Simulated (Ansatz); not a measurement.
## InAs (F-43m) under several functionals

**The experiment to reproduce.**

From a printed reference work, data compilation, for a bulk crystal of InAs at 298.15 K: lattice constant a 6.05838 Å.

Plane-wave DFT in Ansatz with scalar-relativistic PAW potentials. The same structure was relaxed (cell and atoms, symmetry kept) in separate runs at each level. No spin polarisation.

Q: How do the levels PBE, PBEsol, r2SCAN compare?

A:
```csv
level,cutoff (eV),k mesh,V (Å³/atom),a (Å),gap (eV)
PBEsol,420,12×12×12,28.194,6.087,0.00
r2SCAN,500,10×10×10,28.472,6.107,0.09
PBE,420,12×12×12,29.624,6.188,0.00
```

The usual order of volumes, PBEsol < PBE, holds here (28.194, 29.624 Å³/atom). As a rule PBEsol, built on the gradient expansion of slowly varying densities, lies between LDA and PBE; PBE's stronger gradient term for exchange weakens bonds. r2SCAN lies 3.9 % under PBE in volume. Each gap belongs to its own cell, so it mixes the functional's effect with that of the volume; gaps are the least found on the k mesh or on a band path.

For PBE: Measured lattice constant a of InAs: 6.05838 Å (298.15 K; a printed reference work, data compilation). This calculation gives 6.188 Å (+2.1 %). The calculations are for 0 K without zero-point motion.